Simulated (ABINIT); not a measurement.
# GaN (P6_3mc): G0W0 with ABINIT, start to end, part 2 of 3

Wanted: ground state, empty states, screening and self-energy for GaN (P6_3mc).

ABINIT 10.8.3; PBE and many-body steps on it, plane waves. Known limits of the many-body steps: not at the basis limit; no spin-orbit coupling; coarse k mesh.

So far. Step 2 (Ground state): The gap is direct, at Γ.

The database entry behind the starting cell has ideal inner coordinates that were not refined, so it need not match the best structure at ambient conditions.

## (3) Bands along the symmetry lines

Level of this step: DFT, PBE, plane waves, norm-conserving pseudopotentials (ABINIT).

The cheap functional maps the bands first; the places of the edges decide which points the dearer methods must see.

Input file run.abi:

```
acell 3*1.0 Angstrom
rprim 
  3.190000000016 -0.000000000004 0.000000000000
  -1.595000000005 2.762621038088 0.000000000000
  0.000000000000 0.000000000000 5.189000000000
ntypat 2
znucl 31 7
natom 4
typat 1 1 2 2
xred 
  0.666666666667 0.333333333333 0.000000000000
  0.333333333333 0.666666666667 0.500000000000
  0.666666666667 0.333333333333 0.375000000000
  0.333333333333 0.666666666667 0.875000000000
pp_dirpath "pseudos"
pseudos "Ga.upf, N.upf"
ecut 45
iscf -2
irdden 1
kptopt 0
nkpt 75
kpt 
  0.00000000 0.00000000 0.00000000
  0.06250000 0.00000000 0.00000000
  0.12500000 0.00000000 0.00000000
  0.18750000 0.00000000 0.00000000
  0.25000000 0.00000000 0.00000000
  0.31250000 0.00000000 0.00000000
  0.37500000 0.00000000 0.00000000
  0.43750000 0.00000000 0.00000000
  0.50000000 0.00000000 0.00000000
  0.47916667 0.04166667 0.00000000
  0.45833333 0.08333333 0.00000000
  0.43750000 0.12500000 0.00000000
  0.41666666 0.16666666 0.00000000
  0.39583333 0.20833333 0.00000000
  0.37500000 0.25000000 0.00000000
  0.35416666 0.29166666 0.00000000
  0.33333333 0.33333333 0.00000000
  0.29166666 0.29166666 0.00000000
  0.25000000 0.25000000 0.00000000
  0.20833333 0.20833333 0.00000000
  0.16666666 0.16666666 0.00000000
  0.12500000 0.12500000 0.00000000
  0.08333333 0.08333333 0.00000000
  0.04166667 0.04166667 0.00000000
  0.00000000 0.00000000 0.00000000
  0.00000000 0.00000000 0.06250000
  0.00000000 0.00000000 0.12500000
  0.00000000 0.00000000 0.18750000
  0.00000000 0.00000000 0.25000000
  0.00000000 0.00000000 0.31250000
  0.00000000 0.00000000 0.37500000
  0.00000000 0.00000000 0.43750000
  0.00000000 0.00000000 0.50000000
  0.06250000 0.00000000 0.50000000
  0.12500000 0.00000000 0.50000000
  0.18750000 0.00000000 0.50000000
  0.25000000 0.00000000 0.50000000
  0.31250000 0.00000000 0.50000000
  0.37500000 0.00000000 0.50000000
  0.43750000 0.00000000 0.50000000
  0.50000000 0.00000000 0.50000000
  0.47916667 0.04166667 0.50000000
  0.45833333 0.08333333 0.50000000
  0.43750000 0.12500000 0.50000000
  0.41666666 0.16666666 0.50000000
  0.39583333 0.20833333 0.50000000
  0.37500000 0.25000000 0.50000000
  0.35416666 0.29166666 0.50000000
  0.33333333 0.33333333 0.50000000
  0.29166666 0.29166666 0.50000000
  0.25000000 0.25000000 0.50000000
  0.20833333 0.20833333 0.50000000
  0.16666666 0.16666666 0.50000000
  0.12500000 0.12500000 0.50000000
  0.08333333 0.08333333 0.50000000
  0.04166667 0.04166667 0.50000000
  0.00000000 0.00000000 0.50000000
  0.50000000 0.00000000 0.50000000
  0.50000000 0.00000000 0.43750000
  0.50000000 0.00000000 0.37500000
  0.50000000 0.00000000 0.31250000
  0.50000000 0.00000000 0.25000000
  0.50000000 0.00000000 0.18750000
  0.50000000 0.00000000 0.12500000
  0.50000000 0.00000000 0.06250000
  0.50000000 0.00000000 0.00000000
  0.33333333 0.33333333 0.50000000
  0.33333333 0.33333333 0.43750000
  0.33333333 0.33333333 0.37500000
  0.33333333 0.33333333 0.31250000
  0.33333333 0.33333333 0.25000000
  0.33333333 0.33333333 0.18750000
  0.33333333 0.33333333 0.12500000
  0.33333333 0.33333333 0.06250000
  0.33333333 0.33333333 0.00000000
istwfk *1
nband 33
nbdbuf 2
tolwfr 1e-08
nstep 40
prtwf 0
prtvol 0
indata_prefix "in"
outdata_prefix "out"
tmpdata_prefix "tmp"
```

Command:

```sh
$ OMP_NUM_THREADS=1 mpirun -n 8 abinit run.abi > log
```

Numbers of over 12 decimals in the logs are rounded to 6 here.

What it wrote:

```text
.Version 10.8.3 of ABINIT. v10.8.2 released Aug 2026.

 Symmetries : space group P6_3 m c (#186); Bravais hP (primitive hexag.)
[... echo of the input left out ...]
== DATASET  1 ==================================================================
-   mpi_nproc: 8, omp_nthreads: 1 (-1 if OMP is not activated)

--- !DatasetInfo
iteration_state: {dtset: 1, }
dimensions: {natom: 4, nkpt: 75, mband: 33, nsppol: 1, nspinor: 1, nspden: 1, mpw: 4506, }
cutoff_energies: {ecut:  45.0, pawecutdg:  -1.0, }
electrons: {nelect:   5.20000000E+01, charge:   0.00000000E+00, occopt:   1.00000000E+00, tsmear:   1.00000000E-02, }

 Real(R)+Recip(G) space primitive vectors, cartesian coordinates (Bohr,Bohr^-1):
 R(1)=  6.0282263  0.0000000  0.0000000  G(1)=  0.1658863  0.0957745  0.0000000
 R(2)= -3.0141132  5.2205972  0.0000000  G(2)=  0.0000000  0.1915490  0.0000000
 R(3)=  0.0000000  0.0000000  9.8057889  G(3)=  0.0000000  0.0000000  0.1019806
 Unit cell volume ucvol=  3.0859741E+02 bohr^3
 Angles (23,13,12)=  9.00000000E+01  9.00000000E+01  1.20000000E+02 degrees

 getcut: wavevector=  0.0000  0.0000  0.0000  ngfft=  40  40  60
         ecut(hartree)=     45.000   => boxcut(ratio)=   2.02627

--- Pseudopotential description ------------------------------------------------
- Ga Generated using ONCVPSP code by D. R. Hamann
- 31.00000  21.00000  171031                  znucl, zion, pspdat
12 -101130 2 -1 1902                          pspcod,pspxc,lmax,lloc,mmax
     nproj     2     2     2
  pspatm : epsatm=   21.85474337
         --- l  ekb(1:nproj) -->
             0    4.962806   -1.220223
             1   -5.679278   -1.350476
             2  -10.596651   -3.839775
 pspatm: atomic psp has been read  and splines computed

- N Generated using ONCVPSP code by D. R. Hamann
-  7.00000   5.00000  171031                  znucl, zion, pspdat
12 -101130 1 -1 1058                          pspcod,pspxc,lmax,lloc,mmax
     nproj     2     2     0
  pspatm : epsatm=    5.20977870
         --- l  ekb(1:nproj) -->
[...]
pspatm: atomic psp has been read  and splines computed

--------------------------------------------------------------------------------

================================================================================
 prteigrs : about to open file out_EIG
 Non-SCF case, kpt    1 (  0.00000  0.00000  0.00000), residuals and eigenvalues=
  7.08E-09  6.98E-09  6.91E-09  9.04E-09  5.02E-09  5.41E-09  1.36E-09  6.76E-09
  1.62E-09  1.13E-09  5.31E-09  5.12E-09  8.83E-09  7.92E-09  5.19E-09  5.69E-09
  9.95E-09  3.67E-09  3.34E-09  8.54E-09  1.55E-09  3.67E-09  5.12E-09  3.94E-09
[...]
1.96E-09
 -4.9759E+00 -4.9759E+00 -3.1632E+00 -3.1631E+00 -3.1631E+00 -3.1630E+00
 -3.1630E+00 -3.1630E+00 -3.3265E-01 -3.0063E-01 -2.4456E-01 -2.4373E-01
 -2.4373E-01 -2.4156E-01 -2.4156E-01 -2.3496E-01 -2.3496E-01 -2.3177E-01
[...]
1.18E-05
[...]
Non-SCF case, kpt   74 (  0.33333  0.33333  0.06250), residuals and eigenvalues=
[...]
Non-SCF case, kpt   75 (  0.33333  0.33333  0.00000), residuals and eigenvalues=
[...]
-1.6821E-01 -1.6821E-01  5.8163E-02  5.8163E-02  6.0513E-02  1.4357E-01
  1.4357E-01  1.5513E-01  4.4316E-01  5.3991E-01  5.3991E-01  5.6241E-01
[...]
--- !ResultsGS
iteration_state: {dtset: 1, }
comment   : Summary of ground state results
lattice_vectors:
- [  6.0282263,  -0.0000000,   0.0000000, ]
- [ -3.0141132,   5.2205972,   0.0000000, ]
- [  0.0000000,   0.0000000,   9.8057889, ]
lattice_lengths: [   6.02823,    6.02823,    9.80579, ]
lattice_angles: [ 90.000,  90.000, 120.000, ] # degrees, (23, 13, 12)
lattice_volume:   3.0859741E+02
convergence: {deltae:  0.000E+00, res2:  0.000E+00, residm:  9.998E-09, diffor:  0.000E+00, }
etotal    :  -5.17437206E+02
entropy   :   0.00000000E+00
fermie    :   2.53663909E-01
cartesian_stress_tensor: null
pressure_GPa: null
xred      :
- [  6.6667E-01,   3.3333E-01,   0.0000E+00, Ga]
- [  3.3333E-01,   6.6667E-01,   5.0000E-01, Ga]
- [  6.6667E-01,   3.3333E-01,   3.7500E-01,  N]
- [  3.3333E-01,   6.6667E-01,   8.7500E-01,  N]
cartesian_forces: null
force_length_stats: {min: null, max: null, mean: null, }

 Integrated electronic density in atomic spheres:
 ------------------------------------------------
 Atom  Sphere_radius  Integrated_density
[...]
================================================================================

 ----iterations are completed or convergence reached----

 Mean square residual over all n,k,spin=   50.714E-10; max=  99.981E-10
 reduced coordinates (array xred) for    4 atoms
[...]
0.666666666667      0.333333333333      0.375000000000
       0.333333333333      0.666666666667      0.875000000000

 cartesian coordinates (angstrom) at end:
    1      1.595000     0.920874     0.000000
    2      2e-12     1.841747     2.594500
    3      1.595000     0.920874     1.945875
    4      2e-12     1.841747     4.540375
 length scales=  1.889726125908  1.889726125908  1.889726125908 bohr
              =  1.000000000000  1.000000000000  1.000000000000 angstroms
 prteigrs : about to open file out_EIG
 Eigenvalues (hartree) for nkpt=  75  k points:
 kpt#   1, nband= 33, wtk=  1.00000, kpt=  0.0000  0.0000  0.0000 (reduced coord)
[...]
kpt#   2, nband= 33, wtk=  1.00000, kpt=  0.0625  0.0000  0.0000 (reduced coord)
[...]
kpt#   3, nband= 33, wtk=  1.00000, kpt=  0.1250  0.0000  0.0000 (reduced coord)
[...]
kpt#  74, nband= 33, wtk=  1.00000, kpt=  0.3333  0.3333  0.0625 (reduced coord)
[...]
0.71886
 kpt#  75, nband= 33, wtk=  1.00000, kpt=  0.3333  0.3333  0.0000 (reduced coord)
[...]
-0.23396   -0.23233   -0.16821   -0.16821    0.05816    0.05816    0.06051    0.14357
   0.14357    0.15513    0.44316    0.53991    0.53991    0.56241    0.61634    0.61634
   0.71518

== END DATASET(S) ==============================================================
================================================================================

 -outvars: echo values of variables after computation  --------
            nband          33
             nkpt          75
          spgroup         186
 [... the other variables as echoed above ...]

 Calculation completed.
```

Elapsed: 30 s, on 8 MPI ranks of Arm Neoverse V1, shared host; peak memory 0.69 GiB; 4 min of CPU time.

Numbers from this step:

| Property | Result |
| --- | --- |
| gap | 1.919 eV |
| k of the valence top | 0, 0, 0 |
| k of the conduction bottom | 0, 0, 0 |
| least direct gap | 1.919 eV |

The gap is 1.919 eV, as in the run before at this level.

The electronic bands at the labelled points (eV, zero at the top of the highest filled band):

| point | band 23 | band 24 | band 25 | band 26 | band 27 | band 28 | band 29 | band 30 |
| --- | --- | --- | --- | --- | --- | --- | --- | --- |
| Γ | -1.04 | -0.06 | 0.00 | 0.00 | 1.92 | 4.27 | 9.18 | 9.92 |
| halfway | -2.86 | -1.98 | -0.74 | -0.49 | 4.29 | 5.95 | 7.37 | 8.53 |
| M | -4.22 | -2.73 | -2.23 | -0.98 | 5.08 | 5.57 | 6.06 | 8.58 |
| halfway | -4.23 | -3.52 | -2.38 | -1.86 | 5.61 | 6.60 | 6.63 | 8.43 |
| K | -5.26 | -3.00 | -3.00 | -2.68 | 5.16 | 7.79 | 7.79 | 8.40 |
| halfway | -3.66 | -2.39 | -1.01 | -0.92 | 4.93 | 6.87 | 7.29 | 7.66 |
| Γ | -1.04 | -0.06 | 0.00 | 0.00 | 1.92 | 4.27 | 9.18 | 9.92 |
| halfway | -0.90 | -0.90 | -0.16 | -0.16 | 3.11 | 4.37 | 8.80 | 9.60 |
| A | -0.53 | -0.53 | -0.53 | -0.53 | 4.25 | 4.25 | 8.50 | 8.50 |
| halfway | -2.07 | -2.07 | -1.28 | -1.28 | 5.24 | 5.24 | 7.65 | 7.65 |
| L | -1.93 | -1.93 | -1.91 | -1.91 | 4.42 | 4.42 | 7.80 | 7.80 |
| halfway | -3.18 | -3.18 | -1.60 | -1.60 | 5.37 | 5.37 | 8.11 | 8.11 |
| H | -4.16 | -4.16 | -1.49 | -1.49 | 6.44 | 6.44 | 7.31 | 7.31 |
| halfway | -2.11 | -2.11 | -1.80 | -1.80 | 5.66 | 5.66 | 7.66 | 7.66 |
| A | -0.53 | -0.53 | -0.53 | -0.53 | 4.25 | 4.25 | 8.50 | 8.50 |
| jump to L | -1.93 | -1.93 | -1.91 | -1.91 | 4.42 | 4.42 | 7.80 | 7.80 |
| halfway | -3.30 | -2.51 | -1.70 | -1.28 | 4.32 | 5.11 | 7.56 | 7.84 |
| M | -4.22 | -2.73 | -2.23 | -0.98 | 5.08 | 5.57 | 6.06 | 8.58 |
| jump to H | -4.16 | -4.16 | -1.49 | -1.49 | 6.44 | 6.44 | 7.31 | 7.31 |
| halfway | -4.96 | -3.18 | -2.20 | -2.20 | 5.90 | 7.19 | 7.19 | 8.18 |
| K | -5.26 | -3.00 | -3.00 | -2.68 | 5.16 | 7.79 | 7.79 | 8.40 |

## (4) Empty states on the mesh, 3×3×2 mesh, 73 bands

The sums over transitions need many empty states on a uniform mesh; this step solves for them.

Input file run.abi:

```
acell 3*1.0 Angstrom
rprim 
  3.190000000016 -0.000000000004 0.000000000000
  -1.595000000005 2.762621038088 0.000000000000
  0.000000000000 0.000000000000 5.189000000000
ntypat 2
znucl 31 7
natom 4
typat 1 1 2 2
xred 
  0.666666666667 0.333333333333 0.000000000000
  0.333333333333 0.666666666667 0.500000000000
  0.666666666667 0.333333333333 0.375000000000
  0.333333333333 0.666666666667 0.875000000000
pp_dirpath "pseudos"
pseudos "Ga.upf, N.upf"
ecut 45
ngkpt 3 3 2
nshiftk 1
shiftk 0 0 0
kptopt 1
chksymbreak 0
iscf -2
irdden 1
istwfk *1
nband 73
nbdbuf 6
tolwfr 1e-09
nstep 60
prtvol 0
indata_prefix "in"
outdata_prefix "out"
tmpdata_prefix "tmp"
```

Command:

```sh
$ OMP_NUM_THREADS=1 mpirun -n 6 abinit run.abi > log
```

What it wrote:

```text
.Version 10.8.3 of ABINIT. v10.8.2 released Aug 2026.

 Symmetries : space group P6_3 m c (#186); Bravais hP (primitive hexag.)
[... echo of the input left out ...]
== DATASET  1 ==================================================================
-   mpi_nproc: 6, omp_nthreads: 1 (-1 if OMP is not activated)

--- !DatasetInfo
iteration_state: {dtset: 1, }
dimensions: {natom: 4, nkpt: 6, mband: 73, nsppol: 1, nspinor: 1, nspden: 1, mpw: 4506, }
cutoff_energies: {ecut:  45.0, pawecutdg:  -1.0, }
electrons: {nelect:   5.20000000E+01, charge:   0.00000000E+00, occopt:   1.00000000E+00, tsmear:   1.00000000E-02, }

 Real(R)+Recip(G) space primitive vectors, cartesian coordinates (Bohr,Bohr^-1):
 R(1)=  6.0282263  0.0000000  0.0000000  G(1)=  0.1658863  0.0957745  0.0000000
 R(2)= -3.0141132  5.2205972  0.0000000  G(2)=  0.0000000  0.1915490  0.0000000
 R(3)=  0.0000000  0.0000000  9.8057889  G(3)=  0.0000000  0.0000000  0.1019806
 Unit cell volume ucvol=  3.0859741E+02 bohr^3
 Angles (23,13,12)=  9.00000000E+01  9.00000000E+01  1.20000000E+02 degrees

 getcut: wavevector=  0.0000  0.0000  0.0000  ngfft=  40  40  60
         ecut(hartree)=     45.000   => boxcut(ratio)=   2.02627

--- Pseudopotential description ------------------------------------------------
- Ga Generated using ONCVPSP code by D. R. Hamann
- 31.00000  21.00000  171031                  znucl, zion, pspdat
12 -101130 2 -1 1902                          pspcod,pspxc,lmax,lloc,mmax
     nproj     2     2     2
  pspatm : epsatm=   21.85474337
         --- l  ekb(1:nproj) -->
             0    4.962806   -1.220223
             1   -5.679278   -1.350476
             2  -10.596651   -3.839775
 pspatm: atomic psp has been read  and splines computed

- N Generated using ONCVPSP code by D. R. Hamann
-  7.00000   5.00000  171031                  znucl, zion, pspdat
12 -101130 1 -1 1058                          pspcod,pspxc,lmax,lloc,mmax
     nproj     2     2     0
  pspatm : epsatm=    5.20977870
         --- l  ekb(1:nproj) -->
[...]
pspatm: atomic psp has been read  and splines computed

--------------------------------------------------------------------------------

================================================================================
 prteigrs : about to open file out_EIG
 Non-SCF case, kpt    1 (  0.00000  0.00000  0.00000), residuals and eigenvalues=
  9.86E-10  2.87E-10  4.60E-10  4.02E-10  3.04E-10  3.30E-10  7.70E-10  5.56E-10
  1.93E-10  7.10E-10  1.77E-10  5.53E-10  9.36E-11  8.27E-10  7.68E-10  2.32E-10
  9.07E-10  5.13E-10  4.94E-10  2.98E-10  4.81E-10  2.07E-10  8.38E-10  3.94E-10
[...]
2.55E-04
 -4.9759E+00 -4.9759E+00 -3.1632E+00 -3.1631E+00 -3.1631E+00 -3.1630E+00
 -3.1630E+00 -3.1630E+00 -3.3265E-01 -3.0063E-01 -2.4456E-01 -2.4373E-01
 -2.4373E-01 -2.4156E-01 -2.4156E-01 -2.3496E-01 -2.3496E-01 -2.3177E-01
[...]
1.9230E+00  1.9823E+00  1.9823E+00  2.0257E+00  2.0800E+00  2.0827E+00
  2.0827E+00  2.1292E+00  2.1292E+00  2.1436E+00  2.2561E+00  2.2562E+00
  2.2902E+00
 prteigrs : prtvol=0 or 1, do not print more k-points.

--- !ResultsGS
iteration_state: {dtset: 1, }
comment   : Summary of ground state results
lattice_vectors:
- [  6.0282263,  -0.0000000,   0.0000000, ]
- [ -3.0141132,   5.2205972,   0.0000000, ]
- [  0.0000000,   0.0000000,   9.8057889, ]
lattice_lengths: [   6.02823,    6.02823,    9.80579, ]
lattice_angles: [ 90.000,  90.000, 120.000, ] # degrees, (23, 13, 12)
lattice_volume:   3.0859741E+02
convergence: {deltae:  0.000E+00, res2:  0.000E+00, residm:  9.980E-10, diffor:  0.000E+00, }
etotal    :  -5.17437206E+02
entropy   :   0.00000000E+00
fermie    :   2.53663909E-01
cartesian_stress_tensor: null
pressure_GPa: null
xred      :
- [  6.6667E-01,   3.3333E-01,   0.0000E+00, Ga]
- [  3.3333E-01,   6.6667E-01,   5.0000E-01, Ga]
- [  6.6667E-01,   3.3333E-01,   3.7500E-01,  N]
- [  3.3333E-01,   6.6667E-01,   8.7500E-01,  N]
cartesian_forces: null
force_length_stats: {min: null, max: null, mean: null, }

 Integrated electronic density in atomic spheres:
 ------------------------------------------------
 Atom  Sphere_radius  Integrated_density
[...]
================================================================================

 ----iterations are completed or convergence reached----

 Mean square residual over all n,k,spin=   47.474E-11; max=  99.804E-11
 reduced coordinates (array xred) for    4 atoms
[...]
0.666666666667      0.333333333333      0.375000000000
       0.333333333333      0.666666666667      0.875000000000

 cartesian coordinates (angstrom) at end:
    1      1.595000     0.920874     0.000000
    2      2e-12     1.841747     2.594500
    3      1.595000     0.920874     1.945875
    4      2e-12     1.841747     4.540375
 length scales=  1.889726125908  1.889726125908  1.889726125908 bohr
              =  1.000000000000  1.000000000000  1.000000000000 angstroms
 prteigrs : about to open file out_EIG
 Eigenvalues (hartree) for nkpt=   6  k points:
 kpt#   1, nband= 73, wtk=  0.05556, kpt=  0.0000  0.0000  0.0000 (reduced coord)
[...]
1.66326    1.66696    1.77222    1.78076    1.92296    1.98227    1.98227    2.02570
   2.08002    2.08266    2.08266    2.12921    2.12921    2.14362    2.25613    2.25620
   2.29022
 prteigrs : prtvol=0 or 1, do not print more k-points.

== END DATASET(S) ==============================================================
================================================================================

 -outvars: echo values of variables after computation  --------
            nband          73
             nkpt           6
          spgroup         186
 [... the other variables as echoed above ...]

 Calculation completed.
```

Run time: 9.6 s. Hardware: 6 MPI ranks; peak memory 0.44 GiB.

This step gave:

```
gap                                                           : 1.919 eV
k of the valence top                                          : 0, 0, 0
k of the conduction bottom                                    : 0, 0, 0
least direct gap                                              : 1.919 eV
k points computed                                             : 6
lowest point of the top converged band, above the valence top : 43.92 eV
```

On this mesh the gap is 1.919 eV.

(Continued in part 3 of 3.)

[Paths, hosts, dates, memory and timing lines, banners, echoed tables and standing remarks are left out of the program output.]

[Logs are printed without paths, hosts, clocks, repeated set-up lines and the standing remarks that a program may print on its own settings, such as how far it seeks lower states.]

[Runs of the session that timed out or met a known fault of the program may be left out.]

[Hosts, paths, dates, database ids (printed as entryN), source tags and the programs' standing remarks are cut or masked in the printed files.]

[G0W0 gaps are taken among the corrected bands and points alone; a level outside them can change the order at an edge.]

[Where Ansatz stands beside ABINIT at settings called matched, ABINIT's density can come from a denser mesh and the files from another edition; pairs whose starting gaps differed by over 0.03 eV were left out, so agreement reads better than it is.]
